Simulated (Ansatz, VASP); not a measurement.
**Mg in VASP and in Ansatz**

```
Mg
1.0
     6.66544    0.00000    0.00000
    -3.33272    5.77244    0.00000
     0.00000    0.00000    5.05888
Mg
8
Direct
  0.33333 0.66667 0.25000
  0.33333 0.16667 0.25000
  0.83333 0.66667 0.25000
  0.83333 0.16667 0.25000
  0.16667 0.33333 0.75000
  0.16667 0.83333 0.75000
  0.66667 0.33333 0.75000
  0.66667 0.83333 0.75000
```

Change from the starting cell: band edges of the strained film's bulk.

Alike in both runs: task single point; functional PBE; k mesh 6 × 6 × 7; occupations gaussian, width 0.1 eV; no spin polarisation.

|  | VASP | Ansatz |
| --- | --- | --- |
| version | VASP 6.6.1 | Ansatz 0.2.0 |
| potentials or method | VASP PAW PBE potentials, release 64 (Mg) | scalar-relativistic, plane waves, PAW |
| plane-wave cutoff (eV) | 520 | 420 |
| valence electrons in the cell | 16 | 80 |

Ansatz gave:

| Quantity | Value |
| --- | --- |
| gap on the k mesh at the Fermi level (eV) | none |
| pressure (GPa) | -1.8 |
| largest component of the traceless stress (GPa) | 1.74 |

What did VASP give for the same quantities?

gap on the k mesh at the Fermi level (eV): none; pressure (GPa): -1.9; largest component of the traceless stress (GPa): 1.74.

A gap of «none» marks a metal or a gap that the smearing closes. With one functional, cell and mesh, what is left measures potentials, basis and numerics. The two sets of potentials don't hold the same shells in valence.
